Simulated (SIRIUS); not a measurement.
# ZrC (Fm-3m) in SIRIUS: single point with BLYP

Aim: the single point of ZrC with BLYP.

All numbers are computed with SIRIUS 7.12.0; they aren't measurements. Logs are shortened: lines on timing, memory, paths and dates and some standing lists are left out, and cuts for length are marked. The log counts tension as positive stress, the text compression.

## (1) The undisturbed crystal

The structure is cubic, space group Fm-3m (No. 225). Conventional cell: a = 4.730 Å, b = 4.730 Å, c = 4.730 Å, α = 90.00°, β = 90.00°, γ = 90.00°. Zr (site symmetry m-3m) has 6 C at 2.37 Å as nearest neighbours. C (site symmetry m-3m) has 6 Zr at 2.37 Å as nearest neighbours.

## (2) Single point, BLYP, collinear spin, ferromagnetic start (atoms moved at random)

Contents of sirius.json:

```json
{
  "control": {
    "processing_unit": "cpu",
    "std_evp_solver_name": "lapack",
    "gen_evp_solver_name": "lapack",
    "verbosity": 2,
    "print_forces": true,
    "ortho_rf": true,
    "use_second_variation": false,
    "rmt_max": 3.0,
    "num_bands_to_print": 19,
    "save_wf": true
  },
  "parameters": {
    "electronic_structure_method": "full_potential_lapwlo",
    "xc_functionals": ["XC_GGA_X_B88", "XC_GGA_C_LYP"],
    "core_relativity": "dirac",
    "valence_relativity": "koelling_harmon",
    "num_fv_states": 19,
    "smearing": "gaussian",
    "smearing_width": 0.0036749322,
    "pw_cutoff": 22,
    "gk_cutoff": 4.25,
    "lmax_apw": 12,
    "lmax_rho": 8,
    "lmax_pot": 8,
    "num_mag_dims": 1,
    "auto_rmt": 0,
    "ngridk": [8, 8, 8],
    "shiftk": [0, 0, 0],
    "num_dft_iter": 80,
    "energy_tol": 1e-07,
    "density_tol": 1e-05,
    "use_symmetry": true
  },
  "settings": {"tol_ne": 1e-10},
  "iterative_solver": {"type": "exact"},
  "mixer": {"type": "anderson", "beta": 0.4, "max_history": 8},
  "unit_cell": {
    "lattice_vectors": [[0.0, 4.4692022847, 4.4692022847], [4.4692022847, 0.0, 4.4692022847], [4.4692022847, 4.4692022847, 0.0]],
    "atom_types": ["C", "Zr"],
    "atom_files": {"C": "C.json", "Zr": "Zr.json"},
    "atoms": {
      "C": [[-0.010939, -0.004722, 0.021578, 0.0, 0.0, 0.0]],
      "Zr": [[0.490141, 0.495912, 0.506416, 0.0, 0.0, 0.5]]
    }
  }
}
```

Contents of C.json:

```json
{
  "name": "carbon",
  "symbol": "C",
  "number": 6,
  "mass": 12.0107,
  "rmin": 1e-06,
  "rmt": 1.6,
  "nrmt": 800,
  "rinf": 14.98,
  "core": "1s",
  "valence": [
    {"basis": [{"enu": 0.16, "dme": 0, "n": 0, "auto": 0}, {"enu": 0.16, "dme": 1, "n": 0, "auto": 0}]},
    {"l": 0, "n": 1, "basis": [{"enu": 0.159, "dme": 0, "n": 0, "auto": 0}]},
    {"l": 1, "n": 2, "basis": [{"enu": 0.26, "dme": 0, "n": 0, "auto": 0}]},
    {"l": 2, "n": 3, "basis": [{"enu": 0.26, "dme": 0, "n": 0, "auto": 0}]},
    {"l": 3, "n": 4, "basis": [{"enu": 0.26, "dme": 0, "n": 0, "auto": 0}]}
  ],
  "lo": [
    {"l": 0, "basis": [{"enu": 0.159, "dme": 0, "n": 0, "auto": 0}, {"enu": 0.159, "dme": 1, "n": 0, "auto": 0}]},
    {"l": 0, "basis": [{"enu": 0.159, "dme": 1, "n": 0, "auto": 0}, {"enu": 0.159, "dme": 2, "n": 0, "auto": 0}]},
    {
      "l": 0,
      "basis": [{"enu": 0.159, "dme": 0, "n": 0, "auto": 0}, {"enu": 4.8465, "dme": 0, "n": 0, "auto": 0}]
    },
    {"l": 1, "basis": [{"enu": 0.26, "dme": 0, "n": 0, "auto": 0}, {"enu": 0.26, "dme": 1, "n": 0, "auto": 0}]},
    {"l": 1, "basis": [{"enu": 0.26, "dme": 1, "n": 0, "auto": 0}, {"enu": 0.26, "dme": 2, "n": 0, "auto": 0}]},
    {"l": 1, "basis": [{"enu": 0.26, "dme": 0, "n": 0, "auto": 0}, {"enu": 5.6506, "dme": 0, "n": 0, "auto": 0}]},
    {"l": 2, "basis": [{"enu": 0.26, "dme": 0, "n": 0, "auto": 0}, {"enu": 0.26, "dme": 1, "n": 0, "auto": 0}]},
    {"l": 2, "basis": [{"enu": 0.26, "dme": 1, "n": 0, "auto": 0}, {"enu": 0.26, "dme": 2, "n": 0, "auto": 0}]},
    {"l": 2, "basis": [{"enu": 0.26, "dme": 0, "n": 0, "auto": 0}, {"enu": 6.3537, "dme": 0, "n": 0, "auto": 0}]},
    {"l": 3, "basis": [{"enu": 0.26, "dme": 0, "n": 0, "auto": 0}, {"enu": 0.26, "dme": 1, "n": 0, "auto": 0}]}
  ],
  "free_atom": [... radial grid and density of the free atom, the start of the SCF ...]
}
```

Contents of Zr.json:

```json
{
  "name": "zirconium",
  "symbol": "Zr",
  "number": 40,
  "mass": 91.224,
  "rmin": 1e-06,
  "rmt": 2.54,
  "nrmt": 800,
  "rinf": 17.42,
  "core": "1s2s2p3s3p3d",
  "valence": [
    {"basis": [{"enu": 0.16, "dme": 0, "n": 0, "auto": 0}, {"enu": 0.16, "dme": 1, "n": 0, "auto": 0}]},
    {"l": 0, "n": 1, "basis": [{"enu": 0.26, "dme": 0, "n": 0, "auto": 0}]},
    {"l": 1, "n": 2, "basis": [{"enu": 0.26, "dme": 0, "n": 0, "auto": 0}]},
    {"l": 2, "n": 3, "basis": [{"enu": 0.26, "dme": 0, "n": 0, "auto": 0}]},
    {"l": 3, "n": 4, "basis": [{"enu": 0.26, "dme": 0, "n": 0, "auto": 0}]}
  ],
  "lo": [
    {"l": 0, "basis": [{"enu": 0.26, "dme": 0, "n": 0, "auto": 0}, {"enu": 0.26, "dme": 1, "n": 0, "auto": 0}]},
    {
      "l": 0,
      "basis": [{"enu": -1.6012, "dme": 0, "n": 4, "auto": 1}, {"enu": -1.6012, "dme": 1, "n": 4, "auto": 1}]
    },
    {
      "l": 0,
      "basis": [{"enu": -1.6012, "dme": 1, "n": 4, "auto": 1}, {"enu": 0.26, "dme": 0, "n": 0, "auto": 0}]
    },
    {"l": 0, "basis": [{"enu": 0.26, "dme": 0, "n": 0, "auto": 0}, {"enu": 2.74, "dme": 0, "n": 0, "auto": 0}]},
    {"l": 1, "basis": [{"enu": 0.26, "dme": 0, "n": 0, "auto": 0}, {"enu": 0.26, "dme": 1, "n": 0, "auto": 0}]},
    {
      "l": 1,
      "basis": [{"enu": -0.7959, "dme": 0, "n": 4, "auto": 1}, {"enu": -0.7959, "dme": 1, "n": 4, "auto": 1}]
    },
    {
      "l": 1,
      "basis": [{"enu": -0.7959, "dme": 1, "n": 4, "auto": 1}, {"enu": 0.26, "dme": 0, "n": 0, "auto": 0}]
    },
    {"l": 1, "basis": [{"enu": 0.26, "dme": 0, "n": 0, "auto": 0}, {"enu": 3.112, "dme": 0, "n": 0, "auto": 0}]},
    {"l": 2, "basis": [{"enu": 0.26, "dme": 0, "n": 0, "auto": 0}, {"enu": 0.26, "dme": 1, "n": 0, "auto": 0}]},
    {"l": 2, "basis": [{"enu": 0.26, "dme": 1, "n": 0, "auto": 0}, {"enu": 0.26, "dme": 2, "n": 0, "auto": 0}]},
    {"l": 2, "basis": [{"enu": 0.26, "dme": 0, "n": 0, "auto": 0}, {"enu": 2.678, "dme": 0, "n": 0, "auto": 0}]},
    {"l": 3, "basis": [{"enu": 0.26, "dme": 0, "n": 0, "auto": 0}, {"enu": 0.26, "dme": 1, "n": 0, "auto": 0}]},
    {"l": 3, "basis": [{"enu": 0.26, "dme": 0, "n": 0, "auto": 0}, {"enu": 2.957, "dme": 0, "n": 0, "auto": 0}]}
  ],
  "free_atom": [... radial grid and density of the free atom, the start of the SCF ...]
}
```

Contents of sirius_start.json:

```json
{
  "control": {
    "processing_unit": "cpu",
    "std_evp_solver_name": "lapack",
    "gen_evp_solver_name": "lapack",
    "verbosity": 1,
    "print_forces": false,
    "ortho_rf": true,
    "use_second_variation": false,
    "rmt_max": 3.0,
    "num_bands_to_print": 19,
    "save_wf": false
  },
  "parameters": {
    "electronic_structure_method": "full_potential_lapwlo",
    "xc_functionals": ["XC_LDA_X", "XC_LDA_C_PW"],
    "core_relativity": "dirac",
    "valence_relativity": "koelling_harmon",
    "num_fv_states": 19,
    "smearing": "fermi_dirac",
    "smearing_width": 0.0055123983,
    "pw_cutoff": 22,
    "gk_cutoff": 3.4,
    "lmax_apw": 12,
    "lmax_rho": 8,
    "lmax_pot": 8,
    "num_mag_dims": 1,
    "auto_rmt": 0,
    "ngridk": [3, 3, 3],
    "shiftk": [0, 0, 0],
    "num_dft_iter": 30,
    "energy_tol": 0.01,
    "density_tol": 0.05,
    "use_symmetry": true
  },
  "settings": {"tol_ne": 1e-10},
  "iterative_solver": {"type": "exact"},
  "mixer": {"type": "anderson", "beta": 0.4, "max_history": 8},
  "unit_cell": {
    "lattice_vectors": [[0.0, 4.4692022847, 4.4692022847], [4.4692022847, 0.0, 4.4692022847], [4.4692022847, 4.4692022847, 0.0]],
    "atom_types": ["C", "Zr"],
    "atom_files": {"C": "C.json", "Zr": "Zr.json"},
    "atoms": {
      "C": [[-0.010939, -0.004722, 0.021578, 0.0, 0.0, 0.0]],
      "Zr": [[0.490141, 0.495912, 0.506416, 0.0, 0.0, 0.5]]
    }
  }
}
```

Potentials or basis: all-electron FP-LAPW (Koelling-Harmon valence), apw+lo standard.

The run is started by

```
$ OMP_NUM_THREADS=1 sirius.scf --input=sirius_start.json --output=start.json
$ OMP_NUM_THREADS=1 sirius.scf --input=sirius.json --output=output.json --task=1
```

Log:

```text
[info] SIRIUS version : 7.12.0
[info] number of MPI ranks           : 1
[info] MPI grid                      : 1 1
[info] maximum number of OMP threads : 1
[fft] FFT context for density and potential
[fft] =====================================
[fft]   plane wave cutoff                     : 22
[fft]   grid size                             : 48 48 48   total : 110592
[fft]   grid limits                           : -23 24   -23 24   -23 24
[fft]   number of G-vectors within the cutoff : 32143
[fft]   number of G-shells                    : 870
[fft] FFT context for coarse grid
[fft] =====================================
[fft]   plane wave cutoff                     : 8.5
[fft]   grid size                             : 20 20 20   total : 8000
[fft]   grid limits                           : -9 10   -9 10   -9 10
[fft]   number of G-vectors within the cutoff : 1837
[fft]   number of G-shells                    : 72
[unit cell] lattice vectors
[unit cell]   a1 :       0.0000000000      4.4692022847      4.4692022847
[unit cell]   a2 :       4.4692022847      0.0000000000      4.4692022847
[unit cell]   a3 :       4.4692022847      4.4692022847      0.0000000000
[unit cell] reciprocal lattice vectors
[unit cell]   b1 :      -0.7029425954      0.7029425954      0.7029425954
[unit cell]   b2 :       0.7029425954     -0.7029425954      0.7029425954
[unit cell]   b3 :       0.7029425954      0.7029425954     -0.7029425954
[unit cell] unit cell volume :       178.53362865 [a.u.^3]
[unit cell] 1/sqrt(omega)    :         0.07484107
[unit cell] MT volume        :        85.79925785 (48.06%)
[unit cell] IT volume        :        92.73437080 (51.94%)
[unit cell] number of atom types : 2
[unit cell] type id : 0 symbol :  C mt_radius :   1.600000 num_atoms : 1
[unit cell] type id : 1 symbol : Zr mt_radius :   2.540000 num_atoms : 1
[unit cell] total number of atoms : 2
[unit cell] number of symmetry classes : 2
[unit cell] atom id  type id  class id             position                      vector_field
[unit cell] ------------------------------------------------------------------------------------------
[unit cell]      0        0        0     -0.01094  -0.00472   0.02158      0.00000   0.00000   0.00000
[unit cell]      1        1        1      0.49014   0.49591   0.50642      0.00000   0.00000   0.50000
[unit cell] atom id         position (Cartesian, a.u.)
[unit cell] ---------------------------------------------
[unit cell]      0       0.075333    0.047548   -0.069992
[... 587 lines left out ...]
[diagonalize] ik:  259   -1.404039   -0.614198   -0.589222   -0.589211    0.081910    0.194785    0.276653    0.276768    0.532726    0.532943    0.566712    0.630450    0.737754    0.738189    0.859342    0.860025    0.927381    1.191896    1.192312
[diagonalize]            -1.404020   -0.614181   -0.589204   -0.589193    0.081904    0.194792    0.276654    0.276770    0.532742    0.532959    0.566721    0.630461    0.737757    0.738191    0.859357    0.860040    0.927385    1.191902    1.192318
[generate_core_charge_density] atom class : 0
[generate_core_charge_density]   n,l,k : 1 0 1  energy :          -9.34757213
[generate_core_charge_density] atom class : 1
[generate_core_charge_density]   n,l,k : 1 0 1  energy :        -654.34762252
[generate_core_charge_density]   n,l,k : 2 0 1  energy :         -90.14063191
[generate_core_charge_density]   n,l,k : 2 1 1  energy :         -82.47782116
[generate_core_charge_density]   n,l,k : 2 1 2  energy :         -79.32002603
[... 36 lines left out ...]
[find] valence_eval_sum               :      -4.30982010
[find] core_eval_sum                  :   -2142.11666181
[find] kinetic energy                 :    3757.85701015
[find] enuc                           :   -4401.40017965
[find] <rho|V^{XC}>                   :    -156.17544346
[find] <rho|E^{XC}>                   :    -120.28416486
[find] <mag|B^{XC}>                   :      -0.00000000
[find] <rho|V^{H}>                    :   -5748.10804849
[find] smearing (-TS)                 :      -0.00007921
[find] SCF correction                 :       0.00021568
[find] Total energy                   :   -3637.88114293 (Ha),   -7275.76228586 (Ry)
[find] Free energy (E-TS)             :   -3637.88122215 (Ha),   -7275.76244429 (Ry)
[find] band gap (eV)                  :       0.00000000
[find] Efermi                         :       0.38965774
[find] iteration : 7, RMS (target) : 7.9853e-06 (1.0000e-05) , energy difference (target) : 7.9523e-08 (1.0000e-07)
[find] converged after 8 SCF iterations!
Warning in function "check_num_electrons" at src/density/density.cpp:1179
wrong number of electrons
  obtained value : 46
  target value : 46
  difference : 2.7372e-05
  total core leakage : 2.54511e-05
    atom class : 0, core leakage : 2.10333e-05
    atom class : 1, core leakage : 4.41774e-06
[find] Charges and magnetic moments
[find] --------------------------------------------------------------------------------
[find] atom      charge    core leakage                 moment                |moment|
[find] --------------------------------------------------------------------------------
[find]    0    4.691127    2.103332e-05  [  0.00000,   0.00000,  -0.00001]    0.000007
[find]    1   37.920166    4.417745e-06  [  0.00000,   0.00000,   0.00000]    0.000004
[find] total core leakage    : 2.54510631e-05
[find] interstitial charge   : 3.388679
[find] interstitial moment   : [  0.00000,   0.00000,  -0.00000], magnitude : 0.000000
[find] total charge          : 45.999973
[find] total moment          : [  0.00000,   0.00000,  -0.00000], magnitude : 0.000004
[find] Energy
[find] --------------------------------------------------------------------------------
[find] valence_eval_sum               :      -4.30982010
[find] core_eval_sum                  :   -2142.11666181
[find] kinetic energy                 :    3757.85701015
[find] enuc                           :   -4401.40017965
[find] <rho|V^{XC}>                   :    -156.17544346
[find] <rho|E^{XC}>                   :    -120.28416486
[find] <mag|B^{XC}>                   :      -0.00000000
[find] <rho|V^{H}>                    :   -5748.10804849
[find] smearing (-TS)                 :      -0.00007921
[find] SCF correction                 :       0.00021568
[find] Total energy                   :   -3637.88114293 (Ha),   -7275.76228586 (Ry)
[find] Free energy (E-TS)             :   -3637.88122215 (Ha),   -7275.76244429 (Ry)
[find] band gap (eV)                  :       0.00000000
[find] Efermi                         :       0.38965774
Warning in function "calc_forces_ibs" at src/geometry/force.cpp:246
IBS forces are not implemented for full variational diagonalization!
[ground_state]
[ground_state] ==== total Forces in Ha/bohr =====
[ground_state] atom:    0, force:      -0.0118674     -0.0115022      0.0014000
[ground_state] atom:    1, force:       0.0089652      0.0086849     -0.0010480
[ground_state] ==== contribution from density =====
[ground_state] atom:    0, force:      -0.0095666     -0.0092621      0.0011037
[ground_state] atom:    1, force:       0.0045423      0.0043694     -0.0004445
[ground_state] ==== contribution from Hartree potential =====
[ground_state] atom:    0, force:      -0.0023007     -0.0022402      0.0002963
[ground_state] atom:    1, force:       0.0044228      0.0043155     -0.0006035
[ground_state] ==== contribution from IBS =====
[ground_state] atom:    0, force:       0.0000000      0.0000000      0.0000000
[ground_state] atom:    1, force:       0.0000000      0.0000000      0.0000000
```

Wall time 5.9 min (1 thread of Intel Xeon 6975P-C (Granite Rapids), shared host); peak memory 1.5 GiB.

Results:

```yaml
Free_energy: -98991.7911 eV
Band_gap_on_the_k_mesh: none (metal or under the smearing width)
Net_moment: 0.00 μB per cell
All_electrons_inside_the_program's_atomic_spheres: Zr 37.92; C 4.69 (radii C 1.6, Zr 2.54 bohr)
```

Levels at points of the mesh, in eV from the Fermi level:
Spin up:
| k point | band 4 | band 5 | band 6 | band 7 | band 8 | band 9 | band 10 | band 11 | band 12 | band 13 |
| --- | --- | --- | --- | --- | --- | --- | --- | --- | --- | --- |
| (0.00, 0.00, 0.00) | -26.01 | -11.09 | 0.75 | 0.77 | 0.89 | 1.15 | 1.33 | 1.36 | 2.80 | 2.84 |
| (0.50, 0.00, 0.00) | -26.08 | -8.19 | -5.03 | -2.81 | -2.80 | 4.35 | 4.35 | 5.18 | 6.83 | 9.78 |
| (0.00, 0.50, 0.00) | -26.08 | -8.19 | -5.03 | -2.81 | -2.80 | 4.35 | 4.35 | 5.18 | 6.83 | 9.78 |
| (0.50, 0.50, 0.00) | -26.27 | -9.99 | -1.92 | -1.56 | 0.09 | 0.16 | 4.33 | 5.44 | 5.44 | 7.68 |
| (0.00, 0.00, 0.50) | -26.08 | -8.20 | -5.03 | -2.82 | -2.81 | 4.35 | 4.36 | 5.18 | 6.86 | 9.80 |
| (0.50, 0.00, 0.50) | -26.26 | -9.99 | -1.91 | -1.54 | 0.10 | 0.13 | 4.33 | 5.44 | 5.44 | 7.66 |
| (0.00, 0.50, 0.50) | -26.26 | -9.99 | -1.91 | -1.54 | 0.10 | 0.13 | 4.33 | 5.44 | 5.44 | 7.66 |
| (0.50, 0.50, 0.50) | -26.08 | -8.20 | -5.03 | -2.81 | -2.81 | 4.35 | 4.36 | 5.18 | 6.86 | 9.80 |
Spin down:
| k point | band 5 | band 6 | band 7 | band 8 | band 9 | band 10 | band 11 | band 12 |
| --- | --- | --- | --- | --- | --- | --- | --- | --- |
| (0.00, 0.00, 0.00) | -11.09 | 0.75 | 0.77 | 0.89 | 1.15 | 1.33 | 1.36 | 2.80 |
| (0.50, 0.00, 0.00) | -8.19 | -5.03 | -2.81 | -2.80 | 4.35 | 4.35 | 5.18 | 6.83 |
| (0.00, 0.50, 0.00) | -8.19 | -5.03 | -2.81 | -2.80 | 4.35 | 4.35 | 5.18 | 6.83 |
| (0.50, 0.50, 0.00) | -9.99 | -1.92 | -1.56 | 0.09 | 0.16 | 4.33 | 5.44 | 5.44 |
| (0.00, 0.00, 0.50) | -8.20 | -5.03 | -2.82 | -2.81 | 4.35 | 4.36 | 5.18 | 6.86 |
| (0.50, 0.00, 0.50) | -9.99 | -1.91 | -1.54 | 0.10 | 0.13 | 4.33 | 5.44 | 5.44 |
| (0.00, 0.50, 0.50) | -9.99 | -1.91 | -1.54 | 0.10 | 0.13 | 4.33 | 5.44 | 5.44 |
| (0.50, 0.50, 0.50) | -8.20 | -5.03 | -2.81 | -2.81 | 4.35 | 4.36 | 5.18 | 6.86 |
